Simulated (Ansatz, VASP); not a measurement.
# SiC: VASP beside Ansatz

Aim: how closely do two programs agree when they are given the same cell, functional and k mesh? Of the first pair: The structure shown is frame 167 of Ansatz's trajectory.

Calculated with Ansatz 0.2.0; plane waves, with VASP 6.6.1 beside it; single point at PBE.

## 1. The structure

The cell holds 72 atoms: 36 Si and 36 C. Cell: a = 9.228 Å, b = 9.228 Å, c = 10.096 Å, α = 90.0°, β = 90.0°, γ = 120.0°. It derives from SiC (wurtzite), repeated 3×3×2. As first built, before any earlier steps moved the atoms (in the runner's words): wurtzite SiC (a = 3.076 A, c = 5.048 A), 3 x 3 x 2 conventional cells; ideal positions.

## 2. Ansatz: dynamics, PBE

Ansatz runs on its PAW soft_1 files.

One frame of this run of dynamics is then solved in both programs, so the motion causes no difference.

The input, input.yaml:

```yaml
crystal:
  lattice:
    - [9.228, 0.0, 0.0]
    - [-4.614, 7.9916824261228, 0.0]
    - [0.0, 0.0, 10.096]
  atoms:
    - { symbol: Si, position: [7.561488149167832e-21, 1.512297629833544e-20, 0.0006469447125168552] }
    - { symbol: C, position: [0.11111111111111109, 0.22222222222222218, 0.06185305528748314] }
    - { symbol: Si, position: [0.11111111111111109, 0.22222222222222218, 0.25064694471251686] }
    - { symbol: C, position: [-7.561488149167754e-21, -1.5122976298335444e-20, 0.31185305528748325] }
    - { symbol: Si, position: [7.561488149167821e-21, 1.512297629833543e-20, 0.5006469447125168] }
    - { symbol: C, position: [0.11111111111111109, 0.22222222222222218, 0.5618530552874832] }
    - { symbol: Si, position: [0.11111111111111109, 0.22222222222222218, 0.7506469447125169] }
    - { symbol: C, position: [-7.561488149167752e-21, -1.512297629833545e-20, 0.8118530552874831] }
    - { symbol: Si, position: [-4.506663431330728e-17, 0.33333333333333326, 0.0006469447125168552] }
    - { symbol: C, position: [0.11111111111111106, 0.5555555555555555, 0.06185305528748314] }
    - { symbol: Si, position: [0.11111111111111106, 0.5555555555555555, 0.2506469447125168] }
    - { symbol: C, position: [-4.506663431330728e-17, 0.33333333333333326, 0.31185305528748325] }
    - { symbol: Si, position: [-4.506663431330728e-17, 0.33333333333333326, 0.5006469447125168] }
    - { symbol: C, position: [0.11111111111111106, 0.5555555555555555, 0.5618530552874832] }
    - { symbol: Si, position: [0.11111111111111106, 0.5555555555555555, 0.7506469447125169] }
    - { symbol: C, position: [-4.506663431330728e-17, 0.33333333333333326, 0.8118530552874831] }
    - { symbol: Si, position: [-9.013326862661456e-17, 0.6666666666666665, 0.0006469447125168552] }
    - { symbol: C, position: [0.11111111111111102, 0.8888888888888887, 0.06185305528748314] }
    - { symbol: Si, position: [0.11111111111111102, 0.8888888888888887, 0.2506469447125168] }
    - { symbol: C, position: [-9.013326862661456e-17, 0.6666666666666665, 0.31185305528748325] }
    - { symbol: Si, position: [-9.013326862661456e-17, 0.6666666666666665, 0.5006469447125168] }
    - { symbol: C, position: [0.11111111111111102, 0.8888888888888887, 0.5618530552874832] }
    - { symbol: Si, position: [0.11111111111111102, 0.8888888888888887, 0.7506469447125169] }
    - { symbol: C, position: [-9.013326862661456e-17, 0.6666666666666665, 0.8118530552874831] }
    - { symbol: Si, position: [0.3333333333333333, 1.512297629833544e-20, 0.0006469447125168554] }
    - { symbol: C, position: [0.4444444444444444, 0.22222222222222218, 0.06185305528748314] }
    - { symbol: Si, position: [0.4444444444444444, 0.22222222222222218, 0.25064694471251686] }
    - { symbol: C, position: [0.3333333333333333, -1.512297629833545e-20, 0.31185305528748325] }
    - { symbol: Si, position: [0.3333333333333333, 1.512297629833543e-20, 0.5006469447125168] }
    - { symbol: C, position: [0.4444444444444444, 0.22222222222222218, 0.5618530552874832] }
    - { symbol: Si, position: [0.4444444444444444, 0.22222222222222218, 0.7506469447125169] }
    - { symbol: C, position: [0.3333333333333333, -1.512297629833545e-20, 0.8118530552874831] }
    - { symbol: Si, position: [0.3333333333333333, 0.33333333333333326, 0.0006469447125168552] }
    - { symbol: C, position: [0.44444444444444436, 0.5555555555555555, 0.06185305528748314] }
    - { symbol: Si, position: [0.44444444444444436, 0.5555555555555555, 0.2506469447125168] }
    - { symbol: C, position: [0.3333333333333333, 0.33333333333333326, 0.31185305528748325] }
    - { symbol: Si, position: [0.3333333333333333, 0.33333333333333326, 0.5006469447125168] }
    - { symbol: C, position: [0.44444444444444436, 0.5555555555555555, 0.5618530552874832] }
    - { symbol: Si, position: [0.44444444444444436, 0.5555555555555555, 0.7506469447125169] }
    - { symbol: C, position: [0.3333333333333333, 0.33333333333333326, 0.8118530552874831] }
    - { symbol: Si, position: [0.33333333333333326, 0.6666666666666665, 0.0006469447125168552] }
    - { symbol: C, position: [0.44444444444444436, 0.8888888888888887, 0.06185305528748314] }
    - { symbol: Si, position: [0.44444444444444436, 0.8888888888888887, 0.25064694471251686] }
    - { symbol: C, position: [0.33333333333333326, 0.6666666666666665, 0.31185305528748325] }
    - { symbol: Si, position: [0.33333333333333326, 0.6666666666666665, 0.5006469447125168] }
    - { symbol: C, position: [0.44444444444444436, 0.8888888888888887, 0.5618530552874832] }
    - { symbol: Si, position: [0.44444444444444436, 0.8888888888888887, 0.7506469447125169] }
    - { symbol: C, position: [0.33333333333333326, 0.6666666666666665, 0.8118530552874831] }
    - { symbol: Si, position: [0.6666666666666666, 1.5122976298335435e-20, 0.0006469447125168552] }
    - { symbol: C, position: [0.7777777777777778, 0.22222222222222218, 0.06185305528748314] }
    - { symbol: Si, position: [0.7777777777777778, 0.22222222222222218, 0.25064694471251686] }
    - { symbol: C, position: [0.6666666666666666, -1.512297629833547e-20, 0.31185305528748325] }
    - { symbol: Si, position: [0.6666666666666666, 1.512297629833544e-20, 0.5006469447125168] }
    - { symbol: C, position: [0.7777777777777778, 0.22222222222222218, 0.5618530552874832] }
    - { symbol: Si, position: [0.7777777777777778, 0.22222222222222218, 0.7506469447125169] }
    - { symbol: C, position: [0.6666666666666666, -1.512297629833546e-20, 0.8118530552874831] }
    - { symbol: Si, position: [0.6666666666666666, 0.33333333333333326, 0.0006469447125168554] }
    - { symbol: C, position: [0.7777777777777778, 0.5555555555555555, 0.06185305528748314] }
    - { symbol: Si, position: [0.7777777777777778, 0.5555555555555555, 0.25064694471251686] }
    - { symbol: C, position: [0.6666666666666666, 0.33333333333333326, 0.31185305528748325] }
    - { symbol: Si, position: [0.6666666666666666, 0.33333333333333326, 0.5006469447125168] }
    - { symbol: C, position: [0.7777777777777778, 0.5555555555555555, 0.5618530552874832] }
    - { symbol: Si, position: [0.7777777777777778, 0.5555555555555555, 0.7506469447125169] }
    - { symbol: C, position: [0.6666666666666666, 0.33333333333333326, 0.8118530552874831] }
    - { symbol: Si, position: [0.6666666666666666, 0.6666666666666665, 0.0006469447125168554] }
    - { symbol: C, position: [0.7777777777777778, 0.8888888888888887, 0.06185305528748314] }
    - { symbol: Si, position: [0.7777777777777778, 0.8888888888888887, 0.2506469447125168] }
    - { symbol: C, position: [0.6666666666666666, 0.6666666666666665, 0.31185305528748325] }
    - { symbol: Si, position: [0.6666666666666666, 0.6666666666666665, 0.5006469447125168] }
    - { symbol: C, position: [0.7777777777777778, 0.8888888888888887, 0.5618530552874832] }
    - { symbol: Si, position: [0.7777777777777778, 0.8888888888888887, 0.7506469447125169] }
    - { symbol: C, position: [0.6666666666666666, 0.6666666666666665, 0.8118530552874831] }
basis:
  ecutwfc: 450.0
kpoints:
  mp_grid:
    grid: [1, 1, 1]
hamiltonian:
  xc: pbe
  pseudopotentials:
    kind: paw
    xc_functional: pbe
    azcp:
      folder: "./paw"
scf:
  occupations:
    method: fixed
md:
  timestep: 1.0
  n_steps: 500
  ensemble: nve
  temperature: 600.0
  initial_velocities: maxwell_boltzmann
  seed: 764
```

On the command line:

```bash
$ python dynamics.py
```

## 3. VASP: single point, PBE, pair 1

The same cell, functional and mesh now go to VASP, with its own data sets.

Lines of VASP's logs that name or quote its potential files are left out, and so is its time.

The input, INCAR:

```
SYSTEM = SiC
PREC = Accurate
ENCUT = 520
EDIFF = 1E-06
NELM = 120
ISMEAR = 0
SIGMA = 0.01
LREAL = Auto
ALGO = Normal
GGA = PE
NBANDS = 200
LORBIT = 11
LWAVE = .FALSE.
LCHARG = .FALSE.
ISIF = 2
LASPH = .TRUE.
GGA_COMPAT = .FALSE.
EFERMI = MIDGAP
NCORE = 2
```

The input, POSCAR:

```
SiC
1.0
    9.2280000000      0.0000000000      0.0000000000
   -4.6140000000      7.9916820000      0.0000000000
    0.0000000000      0.0000000000     10.0960000000
Si C
36 36
Direct
    0.9972565003      0.0062815312      0.0019017433
    0.1031041905      0.2104563220      0.2499108558
    0.9962917538      0.9953576731      0.4969591918
    0.1073483557      0.2239078081      0.7457805071
    0.9987779582      0.3289169914      0.0018522187
    0.1077730021      0.5560531563      0.2499009509
    0.0040081236      0.3375134296      0.5011885895
    0.1130103458      0.5615213418      0.7443145800
    0.0089253488      0.6729872385      0.9975237718
    0.1055488859      0.8903132032      0.2411747227
    0.0063464649      0.6645784955      0.5000396197
    0.1039778455      0.8876479319      0.7422444532
    0.3324396483      0.0020271077      0.0002080032
    0.4426347610      0.2249964400      0.2550316957
    0.3388910331      0.9994118885      0.4938589540
    0.4539262028      0.2355073688      0.7538332013
    0.3321725501      0.3345228201      0.0021889857
    0.4425915318      0.5486204281      0.2543878764
    0.3420267750      0.3334467012      0.4978605388
    0.4473253634      0.5540135356      0.7539322504
    0.3337563908      0.6714356252      0.0052892235
    0.4322565507      0.8927532402      0.2527139461
    0.3402153151      0.6666681682      0.5048930269
    0.4406402649      0.8926155971      0.7487321712
    0.6705224942      0.0047424309      0.0067848653
    0.7707073041      0.2158619425      0.2573692552
    0.6680037532      0.9977977102      0.5060519017
    0.7808143581      0.2278619194      0.7550713154
    0.6711279040      0.3286667312      0.9976723455
    0.7750065387      0.5482575508      0.2485637876
    0.6759493354      0.3387647306      0.5005447702
    0.7848806663      0.5604201969      0.7539817750
    0.6663039471      0.6688454320      0.0074484945
    0.7645906696      0.8754102078      0.2551703645
    0.6719305800      0.6641905922      0.5060320919
    0.7713202853      0.8790514938      0.7559429477
    0.1092372567      0.2148984407      0.0590927100
    0.9886857546      0.9931929223      0.3077258320
    0.1149151307      0.2214427451      0.5579635499
    0.9924157386      0.0002627732      0.8146295563
    0.1200886319      0.5567789109      0.0551109350
    0.9939760771      0.3356114520      0.3090332805
    0.1162837958      0.5580552379      0.5559528526
    0.0032195161      0.3419180093      0.8144413629
    0.1140321111      0.8932787866      0.0557052298
    0.9953794247      0.6657046664      0.3064976228
    0.1154709459      0.8900879690      0.5553684628
    0.0058069873      0.6731874466      0.8101525357
    0.4434237618      0.2227816372      0.0611232171
    0.3230033733      0.9994744536      0.3063886688
    0.4525386856      0.2275741202      0.5624702853
    0.3293975128      0.0077330404      0.8055566561
    0.4443876215      0.5489833054      0.0572603011
    0.3233861237      0.3231484936      0.3101822504
    0.4485221849      0.5579676469      0.5647484152
    0.3304546828      0.3349232364      0.8080526941
    0.4420401162      0.8854456421      0.0604298732
    0.3298857633      0.6604867411      0.3110935024
    0.4457469913      0.8931411435      0.5618759905
    0.3344712853      0.6762030822      0.8090927100
    0.7821935960      0.2269359567      0.0663431062
    0.6590139038      0.9953576731      0.3079635499
    0.7811486628      0.2212049979      0.5633518225
    0.6628500311      0.9986736209      0.8105091125
    0.7890108729      0.5610083084      0.0577555468
    0.6668892933      0.3392402250      0.3122721870
    0.7847882692      0.5517611937      0.5652436609
    0.6777296709      0.3348481584      0.8073791601
    0.7675292863      0.8839315678      0.0602812995
    0.6601875071      0.6552688158      0.3179377971
    0.7818928456      0.8819044602      0.5675614105
    0.6643916702      0.6642406442      0.8162341521
```

The input, KPOINTS:

```
Automatic mesh
0
Gamma
1 1 1
0 0 0
```

Potentials, in the order of the species: Si and C (PBE family, release 64).

On the command line:

```bash
$ mpirun -np 8 vasp_gam
```

What it wrote:

```text
[banner, memory and clock lines left out]
running    8 mpi-ranks, on    1 nodes
[...]
LDA part: xc-table for (Slater+PW92), standard interpolation
 POSCAR, INCAR and KPOINTS ok, starting setup
[...]
entering main loop
       N       E                     dE             d eps       ncg     rms          rms(c)
DAV:   1     0.167705412439E+04    0.16771E+04   -0.15092E+05   400   0.138E+03
DAV:   2    -0.420148552330E+03   -0.20972E+04   -0.19457E+04   512   0.276E+02
DAV:   3    -0.597177591313E+03   -0.17703E+03   -0.17492E+03   496   0.775E+01
DAV:   4    -0.601560764956E+03   -0.43832E+01   -0.43623E+01   488   0.136E+01
[...]
DAV:  14    -0.529908241022E+03   -0.47886E-05   -0.73046E-06   496   0.601E-03    0.558E-03
DAV:  15    -0.529908244086E+03   -0.30644E-05   -0.33264E-06   376   0.400E-03    0.337E-03
DAV:  16    -0.529908244102E+03   -0.16058E-07   -0.45795E-07   248   0.162E-03
   1 F= -.52990824E+03 E0= -.52990824E+03  d E =0.000000E+00
```

OUTCAR, selected parts (step 3):

```text
 POSITION                                       TOTAL-FORCE (eV/Angst)
 -----------------------------------------------------------------------------------
      9.17370      0.05020      0.01920         0.561042     -2.591073     -1.029328
     -0.01960      1.68190      2.52310        -1.183164      1.534809     -0.100859
      4.60120      7.95458      5.01730         0.763938      0.534552      0.358532
     -0.04250      1.78940      7.52940         0.262870     -0.377873      0.529966
      7.69910      2.62860      0.01870         0.483371      1.365664     -0.174139
     -1.57110      4.44380      2.52300         0.485123     -0.199964     -0.651852
     -1.52030      2.69730      5.06000         0.239385     -1.075120     -0.743442
     -1.54800      4.48750      7.51460         0.611697     -0.060786      1.124278
     -3.02280      5.37830     10.07100         0.069498     -0.563637      0.013495
     -3.13390      7.11510      2.43490        -0.155554     -1.007332      0.792613
     -3.00780      5.31110      5.04840        -1.179672      0.829836     -0.957364
     -3.13610      7.09380      7.49370         0.584292      1.615585      1.055362
      3.05840      0.01620      0.00210         0.493752      0.136404     -1.157450
      3.04650      1.79810      2.57480         0.457589     -0.403148     -1.344558
[...]
-----------------------------------------------------------------------------------
    total drift:                               -0.012176      0.012769      0.010014

  FREE ENERGIE OF THE ION-ELECTRON SYSTEM (eV)
  ---------------------------------------------------
  free  energy   TOTEN  =      -529.9082441021 eV

  energy  without entropy=     -529.9082441021  energy(sigma->0) =     -529.90824410
```

The run ends at a pressure of 4.80 GPa, with forces up to 2.9 eV/Å.

## 4. Differences

Known differences besides the potentials themselves: fixed occupations in Ansatz, narrow Gaussian smearing in VASP; the cutoff is 450 eV in Ansatz and 520 eV in VASP (PREC = Accurate, projectors in real space). Total energies have different zeros and are not compared.

Forces on 10 of the 72 atoms, those with the largest forces and the largest differences (eV/Å; atoms numbered as in POSCAR):

```tsv
atom	Ansatz x, y, z	VASP x, y, z
Si1	0.558, -2.593, -1.036	0.561, -2.591, -1.029
Si21	1.557, -0.860, -1.835	1.556, -0.859, -1.831
Si22	2.194, -1.735, -0.896	2.193, -1.730, -0.892
Si28	1.650, -1.831, -1.244	1.643, -1.822, -1.241
C41	-1.813, -0.624, 1.413	-1.809, -0.622, 1.417
C53	-0.694, 1.343, 1.598	-0.699, 1.349, 1.598
C59	0.705, -0.775, -0.439	0.708, -0.788, -0.436
C61	0.004, -0.993, 0.052	0.010, -0.993, 0.041
C67	-0.242, 1.161, 0.008	-0.242, 1.166, -0.004
C68	-2.197, 1.023, 1.488	-2.190, 1.022, 1.479
```

The forces differ by 4.0 meV/Å r.m.s., which is 0.5 % of the r.m.s. force of 0.877 eV/Å (both taken over all components).

## 5. Ansatz: dynamics, PBE

One frame of this run of dynamics is then solved in both programs, so the motion causes no difference.

The structure compared here is frame 334 of Ansatz's trajectory.

input.yaml is that of step 2.

On the command line:

```bash
$ python dynamics.py
```

(Part 1 of 3 ends here.)

[Lines on the potential files, build, host, timing and source positions are cut from VASP's logs without a mark.]

[Logs are printed without paths, hosts, clocks, repeated set-up lines and the standing remarks that a program may print on its own settings, such as how far it seeks lower states.]

[Hosts, paths, dates, database ids (printed as entryN), source tags and the programs' standing remarks are cut or masked in the printed files.]
